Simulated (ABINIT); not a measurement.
BP:

```
P B
1.0
     0.00000    2.26900    2.26900
     2.26900    0.00000    2.26900
     2.26900    2.26900    0.00000
P B
1 1
Direct
  0.75000 0.75000 0.75000
  0.00000 0.00000 0.00000
```

Program: ABINIT 10.8.3 (patched build). Alike in all runs: task band structure; no spin polarisation; cell as given; k mesh 10 × 10 × 10; smearing fermi-dirac 0.05 eV.

Problem. Order these runs on this cell by their pressure, lowest first.
A. level AM05; potentials or basis JTH PAW PBE v2.0; cutoff (eV) 544; fine-grid cutoff 1088.46 eV
B. level OLYP; potentials or basis JTH PAW PBE v2.0; cutoff (eV) 544; fine-grid cutoff 1088.46 eV
C. level LDA; potentials or basis JTH PAW LDA v2.0; cutoff (eV) 544; fine-grid cutoff 1088.46 eV
D. level revPBE; potentials or basis JTH PAW PBE v2.0; cutoff (eV) 544; fine-grid cutoff 1088.46 eV
E. level BLYP; potentials or basis PseudoDojo NC SR PBE v0.4.1 standard; cutoff (eV) 1034

Solution. C (-5.4 GPa), A (-2.0 GPa), B (0.0 GPa), D (3.0 GPa), E (7.1 GPa).

Caveats: the PAW data sets were made with another functional, which shifts forces and pressure a little (some runs); the potentials were made for another functional, which shifts forces and pressure (some runs).

Not every run made on this cell is shown here.
